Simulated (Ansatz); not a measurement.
# What AlN (model cell, started as CsCl type) distorts into, part 2 of 2

Which phase does AlN (model cell, started as CsCl type) fall into along its unstable mode, and how much energy does it gain?

Ansatz 0.2.0; DFT LDA, scalar-relativistic, plane waves, PAW; PAW set soft_1.

So far. Step 5 (Energy along the mode, all amplitudes (two of the runs …): The lowest of the steps tried is the last one, at 0.6 Å, 552 meV/atom below the parent; the bottom of the well need not coincide with a step. Step 7 (The new phase in its own primitive cell): The largest force component left is 0.51 meV/Å and the pressure is 0.001 GPa, within the tolerances set. The cell now holds 11.78 Å³/atom. The relaxed cell has a, b, c = 5.137, 10.447, 3.513 Å (conventional setting).

The structure was built from a prototype and need not be the compound's stable phase.

**8. Modes of the new phase, k-mesh 6×6×8, occupations fixed**

A relaxed structure may still be a saddle point, so its zone-centre modes are computed. The response to a homogeneous field gives the Born charges and the dielectric tensor.

File input.yaml:

```yaml
crystal:
  lattice:
    - [2.5684749261, -5.2236370045, 0.0]
    - [2.5684749261, 5.2236370045, 0.0]
    - [0.0, 0.0, 3.5132538904]
  atoms:
    - { symbol: Al, position: [0.25, 0.25, 0.0] }
    - { symbol: Al, position: [0.75, 0.75, 0.0] }
    - { symbol: Al, position: [0.5, 0.0, 0.0] }
    - { symbol: Al, position: [0.0, 0.5, 0.0] }
    - { symbol: "N", position: [0.8766704672, 0.1233295328, 0.8721519388] }
    - { symbol: "N", position: [0.3766704672, 0.6233295328, 0.1278480612] }
    - { symbol: "N", position: [0.1233295328, 0.8766704672, 0.1278480612] }
    - { symbol: "N", position: [0.6233295328, 0.3766704672, 0.8721519388] }
kpoints:
  mp_grid: { grid: [6, 6, 8] }
hamiltonian:
  xc: lda
  pseudopotentials: { kind: paw, azcp: { folder: soft_1 }, xc_functional: pbe }
scf:
  occupations: { method: fixed }
output:
  eigenvalues: true
phonons:
  method: dfpt
  dielectric: true
  rigid_motions: translations
```

The run is started by

```console
$ ansatz run input.yaml --threads 4 --pin off --max-ram 10240MiB --backend cpu --events-out ev --progress --plain --runs-dir out
```

The job ended after 2.1 min (4 threads of Arm Neoverse V1, shared host; peak memory 1.6 GiB; 8.2 min of CPU time).

Numbers from this step:

* sum-rule residual before enforcement: 5.44e-5 eV/Å²
* miss of the charge sum rule: 0.001668 e
* estimated error of the dielectric tensor: 0.01880
* estimated error of the Born charges: 0.01703 e
* point group: mmm
* highest optical mode at the zone centre (no LO-TO term): 846.6 cm⁻¹
* lowest optical zone-centre mode: 115.5 cm⁻¹
* mean high-frequency dielectric constant: 5.066
* largest Born charge (third of the trace): 2.664 e
* mean static dielectric constant: 9.578
* top of the zone-centre spectrum with the field: 951.5 cm⁻¹

Patterns of degenerate modes are one choice out of their space. The modes at Γ (shares of kinetic energy by element, %):

| mode | frequency (cm⁻¹) | symmetry | Al % | N % |
| --- | --- | --- | --- | --- |
| 1 | 0.0 | acoustic | 66 | 34 |
| 2 | 0.0 | acoustic | 66 | 34 |
| 3 | 0.0 | acoustic | 66 | 34 |
| 4 | 115.5 | B3u | 99 | 1 |
| 5 | 121.3 | B1g | 94 | 6 |
| 6 | 192.5 | B1u | 98 | 2 |
| 7 | 209.8 | B3g | 1 | 99 |
| 8 | 263.8 | B2u | 1 | 99 |
| 9 | 328.6 | Ag | 0 | 100 |
| 10 | 383.0 | B3u | 100 | 0 |
| 11 | 415.8 | B1u | 38 | 62 |
| 12 | 420.6 | Au | 95 | 5 |
| 13 | 435.5 | B2g | 91 | 9 |
| 14 | 500.4 | B1g | 6 | 94 |
| 15 | 592.9 | B3g | 75 | 25 |
| 16 | 607.9 | B1u | 89 | 11 |
| 17 | 679.4 | B2u | 45 | 55 |
| 18 | 690.0 | B3u | 35 | 65 |
| 19 | 717.5 | B2u | 88 | 12 |
| 20 | 720.0 | B3g | 24 | 76 |
| 21 | 751.0 | B1u | 10 | 90 |
| 22 | 809.7 | Au | 5 | 95 |
| 23 | 825.1 | B2g | 9 | 91 |
| 24 | 846.6 | Ag | 0 | 100 |

Displacements in mode 4 (115.5 cm⁻¹), the largest set to 1:
```
Al1  0.08  0.00  0.00
Al2  0.08  0.00  0.00
Al3 -0.17  0.00 -1.00
Al4 -0.17  0.00  1.00
N5   0.08  0.00  0.00
N6   0.08  0.00  0.00
N7   0.08  0.00  0.00
N8   0.08  0.00  0.00
```

Displacements in mode 6 (192.5 cm⁻¹), the largest set to 1:
```
Al1  0.00  0.00 -0.96
Al2  0.00  0.00 -0.96
Al3  0.03  0.00  1.00
Al4 -0.03  0.00  1.00
N5   0.00  0.19 -0.04
N6   0.00 -0.19 -0.04
N7   0.00  0.19 -0.04
N8   0.00 -0.19 -0.04
```

Optical modes at the zone centre, without and with the macroscopic field of the longitudinal modes; each column is sorted by frequency, so a row need not hold one and the same mode. Modes with and without the field, by row:

| rank among optical modes | no field (cm⁻¹) | q along (1, 0, 0) (cm⁻¹) | q along (0, 1, 0) (cm⁻¹) | q along (0, 0, 1) (cm⁻¹) |
| --- | --- | --- | --- | --- |
| 1 | 115.5 | 118.2 | 115.5 | 115.5 |
| 2 | 121.3 | 121.3 | 121.3 | 121.3 |
| 3 | 192.5 | 192.5 | 192.5 | 192.8 |
| 4 | 209.8 | 209.8 | 209.8 | 209.8 |
| 5 | 263.8 | 263.8 | 264 | 263.8 |
| 6 | 328.6 | 328.6 | 328.6 | 328.6 |
| 7 | 383 | 383.9 | 383 | 383 |
| 8 | 415.8 | 415.8 | 415.8 | 420.6 |
| 9 | 420.6 | 420.6 | 420.6 | 435.5 |
| 10 | 435.5 | 435.5 | 435.5 | 500.4 |
| 11 | 500.4 | 500.4 | 500.4 | 517 |
| 12 | 592.9 | 592.9 | 592.9 | 592.9 |
| 13 | 607.9 | 607.9 | 607.9 | 646.7 |
| 14 | 679.4 | 679.4 | 690 | 679.4 |
| 15 | 690 | 717.5 | 710.6 | 690 |
| 16 | 717.5 | 720 | 720 | 717.5 |
| 17 | 720 | 751 | 751 | 720 |
| 18 | 751 | 809.7 | 809.7 | 751 |
| 19 | 809.7 | 825.1 | 825.1 | 809.7 |
| 20 | 825.1 | 846.6 | 846.6 | 825.1 |
| 21 | 846.6 | 943.9 | 951.5 | 846.6 |

Born charge (rows field, columns displacement) (e), principal values of the symmetric part by kind of site:

| atom | atoms with these values | low | middle | high | mean |
| --- | --- | --- | --- | --- | --- |
| Al1 | 2 | 1.66 | 3.10 | 3.23 | 2.66 |
| Al3 | 2 | 1.52 | 3.21 | 3.26 | 2.66 |
| N5 | 4 | -3.22 | -3.09 | -1.67 | -2.66 |

In full for Al3:

```
 3.09  0.00 -0.35
 0.00  3.21  0.00
-0.69  0.00  1.69
```

High-frequency dielectric tensor:

```
5.22 0.00 0.00
0.00 5.41 0.00
0.00 0.00 4.56
```

Static dielectric tensor (ions relaxed, fixed cell):

```
10.29  0.00  0.00
 0.00 10.43  0.00
 0.00  0.00  8.01
```

Transverse modes. Lines of the infrared spectrum (strongest = 100):

| position (cm⁻¹) | label | relative intensity |
| --- | --- | --- |
| 116 | B3u | 0.3 |
| 121 | B1g | 0.0 |
| 192 | B1u | 0.1 |
| 210 | B3g | 0.0 |
| 264 | B2u | 0.1 |
| 329 | Ag | 0.0 |
| 383 | B3u | 0.4 |
| 416 | B1u | 25 |
| 421 | Au | 0.0 |
| 436 | B2g | 0.0 |
| 500 | B1g | 0.0 |
| 593 | B3g | 0.0 |
| 608 | B1u | 5.3 |
| 679 | B2u | 91 |
| 690 | B3u | 100 |
| 718 | B2u | 18 |
| 720 | B3g | 0.0 |
| 751 | B1u | 0.0 |
| 810 | Au | 0.0 |
| 825 | B2g | 0.0 |
| 847 | Ag | 0.0 |

Before it was imposed, the acoustic sum rule was missed by 5.4e-5 eV/Å² and the charge sum rule by 0.0017 e. Small misses are needed for a sound result but don't prove that mesh and cutoff are converged. The lowest optical mode is real, 116 cm⁻¹.

**9. The phases reached**

The phases reached along the modes that were followed are set side by side.

Energies are those of the first relaxation, on the mesh of the frozen mode; space group, volume and gap are those of the last relaxation. Phases, by row:

| mode frozen in | space group | energy from parent (meV/atom) | volume (Å³/atom) | gap on mesh (eV) | lowest zone-centre optical mode (cm⁻¹) | largest shift (Å) |
| --- | --- | --- | --- | --- | --- | --- |
| parent | Pm-3m | 0 | 8.485 | 0 | – | – |
| q = (0, -0.5, -0.5), 1120i cm⁻¹ | P4/nmm | -1120 | 11.23 | 3.415 | 20.7 | 1.171 |
| q = (0, 0.25, -0.5), 707i cm⁻¹ | Cmme | -967 | 11.78 | 1.644 | 115.5 | 1.307 |

**10. Outcome**

```json
{"unstable mode of the parent": "q = (0, 0.25, -0.5), 707i cm⁻¹", "depth at the lowest point sampled": "552 meV/atom", "largest atomic shift at that point": "0.6 Å", "space group reached (within 0.01 Å)": "Cmme", "energy gained over the parent (first relaxation, on the mesh of the frozen mode)": "967 meV/atom", "volume per atom, phase reached": "11.8 Å³", "gap on the k-mesh, phase reached": "1.64 eV", "lowest optical zone-centre mode, phase reached": "116 cm⁻¹", "highest optical mode at the zone centre (no LO-TO term), phase reached": "847 cm⁻¹"}
```

In words: Along this mode the structure falls into Cmme, 967 meV/atom below the parent. At the parent's cell the well is 552.1 meV/atom deep on the steps tried, with its lowest point at a shift of 0.6 Å. That is the last step tried, so the steps alone don't bracket the bottom of the well. Relaxing atoms and cell changes the gain by +414.87 meV/atom against the lowest step (energies at zero smearing). The new phase has no imaginary mode at the zone centre of its cell; other wavevectors were not checked. Of the 2 patterns followed to their end from this parent, this one ends 153 meV/atom above the lowest, P4/nmm. Each path keeps the symmetry of its pattern, so a lower phase may lie along a pattern not tried. With no gap, or one that is small against the smearing, the frequencies hang on the k mesh and the smearing, most of all near Kohn anomalies. The PAW files were made for PBE and serve the other functionals too. The starting cell was built on a prototype and not taken from a measurement, so the phase need not exist.

[Logs are printed without paths, hosts, clocks, repeated set-up lines and the standing remarks that a program may print on its own settings, such as how far it seeks lower states.]

[Hosts, paths, dates, database ids (printed as entryN), source tags and the programs' standing remarks are cut or masked in the printed files.]
